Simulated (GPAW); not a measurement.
Wanted: an ASE script for a GPAW 26.7.0 run.

- Task: single point
- Functional: PBE
- Potentials or basis: GPAW PAW data sets (gpaw-data 1.2.1)
- Cutoff: 700 eV
- Basis: pw
- k mesh: 8 × 8 × 8
- Occupations: fermi-dirac, width 0.05 eV
- Spin: no spin polarisation
- Maxiter: 75

The structure of BAs lies in POSCAR:

```
BAs
1.0
    0.0000000000      2.3885000000      2.3885000000
    2.3885000000      0.0000000000      2.3885000000
    2.3885000000      2.3885000000      0.0000000000
As B
1 1
Direct
    0.7500000000      0.7500000000      0.7500000000
    0.0000000000      0.0000000000      0.0000000000
```

These files were run (other wordings do the same):

run.py

```python
from ase.dft.bandgap import bandgap
from ase.io import read, write
from ase.units import GPa
from gpaw import GPAW, PW

atoms = read('POSCAR')

calc = GPAW(mode=PW(700),
            xc='PBE',
            kpts={'size': (8, 8, 8), 'gamma': True},
            occupations={'name': 'fermi-dirac', 'width': 0.05},
            nbands=11,
            convergence={'density': 1e-05, 'energy': 1e-05},
            maxiter=75,
            txt='gpaw.txt')
atoms.calc = calc
energy = atoms.get_potential_energy()
forces = atoms.get_forces()
stress = atoms.get_stress()
calc.write('gs.gpw')
write('result.traj', atoms)
print(f'Energy: {energy:.6f} eV')
print('Forces (eV/A):')
print(forces.round(4))
print('Stress (GPa):', (stress / GPa).round(3))
print('Fermi level:', round(calc.get_fermi_level(), 4), 'eV')
print(f'Gap: {bandgap(calc)[0]:.4f} eV, direct: {bandgap(calc, direct=True)[0]:.4f} eV')
```

Potentials or basis: GPAW PAW data sets (gpaw-data 1.2.1), pw.

The run is started by

```console
$ OMP_NUM_THREADS=1 python run.py
```

It gave:

The pressure is 3.3 GPa and the band gap on the k mesh is 1.20 eV, indirect (least direct gap 3.29 eV).

Caveat: the cutoff is short for stress and forces, so pressures can be off by a GPa or more.

Wall time 6.2 s on 1 thread of Intel(R) Xeon(R) Platinum 8559C (Emerald Rapids), with other jobs on the host, peak memory 0.14 GiB.
